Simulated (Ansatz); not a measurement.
## CaSe (rocksalt): G0W0 against its settings

CaSe built on the rocksalt prototype, relaxed with r2SCAN; one-shot G0W0 in Ansatz without spin-orbit coupling. No spin polarisation and no zero-point or thermal motion.

```yaml
crystal:
  lattice:
    - [0.00000, 2.96754, 2.96754]
    - [2.96754, 0.00000, 2.96754]
    - [2.96754, 2.96754, 0.00000]
  atoms:
    - { symbol: Ca, position: [0.00000, 0.00000, 0.00000] }
    - { symbol: Se, position: [0.50000, 0.50000, 0.50000] }
```

Gaps are read over the mesh points alone. G0W0 here is at a finite number of bands, screening cutoff and k mesh, not at the basis limit.

| start | potentials | frequency model | mesh | empty bands | screening cutoff (eV) | Kohn-Sham gap (eV) | G0W0 gap (eV) |
| --- | --- | --- | --- | --- | --- | --- | --- |
| PBE | PAW | contour deformation | 6×6×6 | 118 | 100 | 2.06 | 3.62 |
| PBE | PAW | contour deformation | 6×6×6 | 286 | 180 | 2.06 | 3.77 |
| PBE | PAW | contour deformation | 6×6×6 | 556 | 260 | 2.06 | 3.81 |
| HSE06 | PAW | contour deformation | 6×6×6 | 286 | 180 | 3.00 | 4.11 |
| r2SCAN | PAW | contour deformation | 6×6×6 | 286 | 180 | 2.52 | 3.98 |
| PBE0 | PAW | contour deformation | 6×6×6 | 286 | 180 | 3.68 | 4.32 |
| PBE | PAW | Godby-Needs pole | 6×6×6 | 286 | 180 | 2.06 | 3.73 |
| PBE | PAW | contour deformation | 8×8×8 | 84 | 80 | 2.06 | 3.55 |
| PBE | norm-conserving | contour deformation | 6×6×6 | 286 | 180 | 2.06 | 3.68 |

Over the mesh points the PBE gap of 2.06 eV becomes a quasiparticle gap of 3.81 eV (Γ to X), a change of +1.75 eV. Renormalisation factors Z lie between 0.74 and 0.81.

Raising bands and cutoff together moves the gap by +0.15 eV (100 to 180 eV), then +0.04 eV (180 to 260 eV); the last step is still large, so the basis limit isn't reached. Starting from HSE06 (3.00 eV against PBE's 2.06 eV) gives 4.11 eV, +0.34 eV from G0W0@PBE at the same screening cutoff. Starting from r2SCAN (2.52 eV against PBE's 2.06 eV) gives 3.98 eV, +0.21 eV from G0W0@PBE at the same screening cutoff. Starting from PBE0 (3.68 eV against PBE's 2.06 eV) gives 4.32 eV, +0.55 eV from G0W0@PBE at the same screening cutoff. The Godby-Needs plasmon pole differs from contour deformation by -0.04 eV. Norm-conserving potentials (wave cutoff 1170 eV against 420 eV) shift the quasiparticle gap by -0.09 eV and the PBE gap by 0.00 eV. r2SCAN runs take a wave cutoff of 500 eV.
